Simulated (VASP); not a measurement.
Consider the following.

```
CELL_PARAMETERS angstrom
      0.00000     3.09033     3.09033
      3.09033     0.00000     3.09033
      3.09033     3.09033     0.00000
ATOMIC_POSITIONS crystal
  Al 0.00000 0.00000 0.00000
  Sb 0.25000 0.25000 0.25000
```

Method: revTPSS meta-GGA, VASP's PBE PAW potentials (set 64) (plane waves; VASP). Numerical set-up: 520 eV cut-off, 8×8×8 Γ-centred mesh, tetrahedra with Blöchl corrections, potentials Al Sb.

Unless said otherwise, spin-orbit coupling is left out, though it shifts the bands of the heavy elements here.

Question: Tabulate the total density of states (states/eV per cell) against energy (eV; zero at the valence-band maximum or, without a gap, the Fermi level).

Answer: 
(E (eV), DOS (states/eV)): (-9.93, 0.63); (-9.36, 1.50); (-8.68, 0.20); (-8.11, 0.00); (-7.54, 0.00); (-6.86, 0.00); (-6.29, 0.00); (-5.72, 0.00); (-5.04, 1.97); (-4.47, 0.58); (-3.90, 0.35); (-3.22, 0.48); (-2.65, 1.33); (-2.08, 2.06); (-1.40, 1.78); (-0.83, 1.10); (-0.26, 0.32); (0.42, 0.00); (0.99, 0.00); (1.56, 0.27); (2.24, 1.87); (2.81, 1.57); (3.38, 1.13); (4.07, 1.60); (4.63, 1.27)
Within 2 eV below the valence-band maximum the largest weight inside VASP's projection spheres is Sb p, then Al p.

The compound is AlSb in the zinc blende structure. It was relaxed first.
